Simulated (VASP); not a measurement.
Cd, 1 atom in the cell. Symmetry: Pm-3m, No. 221, cubic system. Conventional cell: a = 2.852 Å, b = 2.852 Å, c = 2.852 Å, α = 90.00°, β = 90.00°, γ = 90.00°. Around Cd (site symmetry m-3m) lie 6 Cd at 2.85 Å. The cell was built by a generator and needn't be a form met in nature.

| Quantity | Value |
| --- | --- |
| Program | VASP 6.6.1 |
| Task | single point |
| Functional | LDA |
| Potentials or basis | VASP PAW LDA potentials, release 64 (Cd) |
| Cutoff | 520 eV |
| k mesh | 11 × 11 × 11 |
| Occupations | fermi-dirac, width 0.1 eV |
| Spin | no spin polarisation |
| Dipole correction | no |
| Further INCAR settings | ALGO = Normal; EDIFF = 1e-07; NBANDS = 12 |

Potentials or basis: VASP PAW LDA potentials, release 64 (Cd).

Run with:

```bash
$ cat potpaw_LDA.64/Cd/POTCAR > POTCAR
$ mpirun -np 1 vasp_std > vasp.out
```

Hardware: 1 thread of AMD EPYC 9R45 (Zen 5) (shared host).

**Question.** Estimate the wall time of this run.

**Answer.** Run time: 6.6 s on 1 thread of AMD EPYC 9R45 (Zen 5), on a shared host, peak memory 0.1 GiB. Counts: scf iterations 11, k points 56.
